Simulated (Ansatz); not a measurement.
Runs of Ansatz 0.2.0 on CdS (Greenockite). The structure is hexagonal, space group P6_3mc (No. 186). The conventional cell has a = 4.150 Å, b = 4.150 Å, c = 6.737 Å, α = 90.00°, β = 90.00°, γ = 120.00°. Cd (site symmetry 3m) is surrounded by 4 S at 2.53 to 2.54 Å. Around S (site symmetry 3m) lie 4 Cd at 2.53 to 2.54 Å. 

```csv
potentials or basis,cutoff (eV),basis error allowed,gap on the mesh (eV),pressure (GPa),largest force (eV/Å)
"all-electron LAPW, scalar-relativistic",227,0.002 eV/atom,1.06,-1.0,0.07
all-electron PAW datasets made for the crystal,260,-,1.06,-1.0,0.07
"all-electron LAPW, inner shells corrected to Dirac's equation",227,0.002 eV/atom,1.06,(a),0.07
"all-electron LAPW, non-relativistic",227,0.002 eV/atom,1.54,1.2,0.08
```

Alike in all rows: task band structure; level PBEsol; no spin polarisation; cell as given; k mesh 7 × 7 × 4; smearing fermi-dirac 0.05 eV.

Question: Estimate the missing entries.

Answer: (a) -0.9.

Caveats: relativity is left out, which matters for the heavier elements (some runs).

A k mesh can miss the band edges, and the runs leave out spin-orbit coupling on Cd.

The runs don't all hold the same shells in valence.

Runs at the PBE level aren't shown here.
